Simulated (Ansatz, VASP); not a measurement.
## Two plane-wave programs on Te

```xyz
2
Lattice="0.0000 3.7832 3.7832 3.7832 0.0000 3.7832 3.7832 3.7832 0.0000" Properties=species:S:1:pos:R:3 pbc="T T T"
Te    0.9458    0.9458    0.9458
Te    6.6206    6.6206    6.6206
```

Alike in both runs: task single point; functional BLYP; k mesh 8 × 8 × 8; occupations fermi-dirac, width 0.1 eV; no spin polarisation.

|  | VASP | Ansatz |
| --- | --- | --- |
| version | VASP 6.6.1 | Ansatz 0.2.0 |
| potentials or method | VASP PAW PBE potentials, release 64 (Te) | plane waves (420 eV) with PAW, scalar-relativistic |
| plane-wave cutoff (eV) | 520 | 420 |
| valence electrons in the cell | 12 | 32 |

|  | VASP | Ansatz | Ansatz less VASP |
| --- | --- | --- | --- |
| pressure (GPa) | -1.3 | -1.4 | -0.06 |

The two sets of potentials don't hold the same shells in valence.

Caveats: the PAW data sets were made with another functional, which shifts forces and pressure a little (VASP). Spin-orbit coupling is left out, which matters for the levels of Te.
